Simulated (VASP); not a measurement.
**A VASP 6.6.1 single-point calculation on TePb**

INCAR

```
ISIF = 2
LASPH = .TRUE.
NELM = 59
SIGMA = 0.02
LREAL = .FALSE.
NSW = 0
LCHARG = .FALSE.
MAGMOM = -3 3
IBRION = -1
ISPIN = 2
ISMEAR = -1
GGA = PE
ENCUT = 520
EDIFF = 1E-7
PREC = Accurate
NBANDS = 17
LMAXMIX = 6
LWAVE = .FALSE.
```

KPOINTS

```
KPOINTS created by Atomic Simulation Environment
0
Gamma
8 8 8
0 0 0
```

POSCAR

```
Pb Te
 1.0000000000000000
     0.0000000000000000    3.6414940559225757    3.6414940559225757
     3.6414940559225757   -0.0000000000000000    3.6414940559225757
     3.6414940559225757    3.6414940559225757   -0.0000000000000000
 Pb  Te
   1   1
Cartesian
 -0.0000000000000000 -0.0000000000000000  0.0000000000000000
  1.8207470279612878  1.8207470279612878  1.8207470279612878
```

The recommended PBE PAW datasets give the neutral cell 20 valence electrons.

Command

```
mpirun -np 1 vasp_std
```

OSZICAR

```
N       E                     dE             d eps       ncg     rms          rms(c)
DAV:   1     0.154176338454E+03    0.15418E+03   -0.86773E+03  1972   0.104E+03
DAV:   2     0.654979956627E+01   -0.14763E+03   -0.14347E+03  2061   0.272E+02
DAV:   3    -0.499098763708E+01   -0.11541E+02   -0.11487E+02  2642   0.852E+01
DAV:   4    -0.532289304194E+01   -0.33191E+00   -0.33175E+00  2354   0.184E+01
DAV:   5    -0.533764279711E+01   -0.14750E-01   -0.14749E-01  2830   0.332E+00    0.139E+01
DAV:   6    -0.690775758744E+01   -0.15701E+01   -0.13770E+00  2470   0.930E+00    0.502E+00
DAV:   7    -0.713348837938E+01   -0.22573E+00   -0.52444E-01  2001   0.499E+00    0.148E+00
DAV:   8    -0.713956878556E+01   -0.60804E-02   -0.79560E-02  2200   0.134E+00    0.846E-01
DAV:   9    -0.714092015625E+01   -0.13514E-02   -0.78895E-03  2183   0.622E-01    0.469E-01
DAV:  10    -0.714221852092E+01   -0.12984E-02   -0.38816E-03  2087   0.412E-01    0.125E-01
DAV:  11    -0.714276121439E+01   -0.54269E-03   -0.64089E-04  2102   0.156E-01    0.669E-02
DAV:  12    -0.714287757375E+01   -0.11636E-03   -0.96848E-05  2166   0.691E-02    0.365E-02
DAV:  13    -0.714300571002E+01   -0.12814E-03   -0.90078E-05  2011   0.480E-02    0.182E-02
DAV:  14    -0.714303301588E+01   -0.27306E-04   -0.26851E-05  2289   0.274E-02    0.706E-03
DAV:  15    -0.714303649414E+01   -0.34783E-05   -0.30976E-06  2125   0.967E-03    0.243E-03
DAV:  16    -0.714303794977E+01   -0.14556E-05   -0.11531E-06  2089   0.693E-03    0.136E-03
DAV:  17    -0.714303824529E+01   -0.29552E-06   -0.23147E-07  1976   0.243E-03    0.568E-04
DAV:  18    -0.714303830187E+01   -0.56577E-07   -0.49114E-08  1698   0.166E-03
   1 F= -.71430383E+01 E0= -.71430383E+01  d E =-.469613E-08  mag=    -0.0000
```

Standard output (part)

```
POSCAR found type information on POSCAR PbTe
 POSCAR found :  2 types and       2 ions
 LDA part: xc-table for (Slater+PW92), standard interpolation
 POSCAR, INCAR and KPOINTS ok, starting setup
 WAVECAR not read
 entering main loop
```

It converged. Results: pressure 0.5 GPa; magnetic moment of the cell 0.00 μB.

For comparison, a separate PBE run of the intended cell, on usual settings and not on those above, gives a gap of 0.74 eV on its mesh and a pressure of 0.5 GPa.

The run above took about 2.3 min on one core of a shared host (Intel Xeon Platinum 8488C) and held 0.32 GiB at most.
